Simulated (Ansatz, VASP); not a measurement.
## Two plane-wave programs on SiMo3

```
CELL_PARAMETERS angstrom
4.92138 0.00000 0.00000
0.00000 4.92138 0.00000
0.00000 0.00000 4.92138
ATOMIC_POSITIONS crystal
Mo 0.00000 0.50000 0.25000
Mo 0.00000 0.50000 0.75000
Mo 0.50000 0.25000 0.00000
Mo 0.75000 0.00000 0.50000
Mo 0.50000 0.75000 0.00000
Mo 0.25000 0.00000 0.50000
Si 0.50000 0.50000 0.50000
Si 0.00000 0.00000 0.00000
```

Change from the starting cell: volume scaled by 1.02.

Alike in both runs: task single point; functional PBEsol; k mesh 6 × 6 × 6; occupations fermi-dirac, width 0.05 eV; no spin polarisation.

|  | VASP | Ansatz |
| --- | --- | --- |
| version | VASP 6.6.1 | Ansatz 0.2.0 |
| potentials or method | VASP PAW PBE potentials, release 64 (Mo_sv, Si) | Ansatz PAW |
| plane-wave cutoff (eV) | 520 | 420 |
| valence electrons in the cell | 92 | 92 |

|  | VASP | Ansatz | Ansatz less VASP |
| --- | --- | --- | --- |
| gap on the k mesh at the Fermi level (eV) | none | none | - |
| pressure (GPa) | -8.6 | -9.0 | -0.50 |

A gap of «none» marks a metal or a gap that the smearing closes.

Caveats: the PAW data sets were made with another functional, which shifts forces and pressure a little (VASP); the PAW data sets come from PBE, with cores solved anew for the run's functional, which leaves a small shift of forces and pressure (Ansatz).
